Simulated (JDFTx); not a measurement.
**Sn under changes of volume**

One of the cells (33.803 Å³/atom); the others are scaled copies at fixed shape and fractional positions:

```
Sn
1.0
     0.00000    3.23334    3.23334
     3.23334    0.00000    3.23334
     3.23334    3.23334    0.00000
Sn
2
Direct
  0.75000 0.75000 0.75000
  0.50000 0.50000 0.50000
```

This isn't the form of Sn at room conditions, which is tetragonal (white tin).

| Item | Value |
| --- | --- |
| Program | JDFTx 1.7.0 (patched build) |
| Functional | PBEsol |
| Potentials or basis | PseudoDojo-SR-PBEsol-0.4.1-standard with smoothed tails |
| Cutoff | 980 eV |
| Density cutoff | 7837 eV |
| k mesh | 7 × 7 × 7 |
| Occupations | fermi-dirac, width 0.05 eV |
| Spin | no spin polarisation |

| volume (Å³/atom) | energy over the lowest point (meV/atom) | pressure (GPa) |
| --- | --- | --- |
| 31.775 | 48.45 | 5.2 |
| 32.451 | ? | ? |
| 33.127 | 15.33 | 2.7 |
| 33.803 | 6.13 | 1.7 |
| 34.479 | 1.19 | 0.7 |
| 35.155 | 0.00 | -0.1 |
| 35.831 | 2.12 | -0.8 |

Problem. What does the run at 32.451 Å³/atom give?

Solution. Energy over the lowest point 29.25 meV/atom; pressure 3.9 GPa.

Worked out: A Birch-Murnaghan fit of order 3 (a polynomial in V^(-2/3)) to the other rows has its minimum at 35.05 Å³/atom with B0 = V·E''(V) = 42 GPa and B' = 5.0. It gives 29.22 meV/atom at 32.451 Å³/atom, against the run's 29.25, and -dE/dV = 3.9 GPa, against 3.9.

Energies are extrapolated to zero smearing.
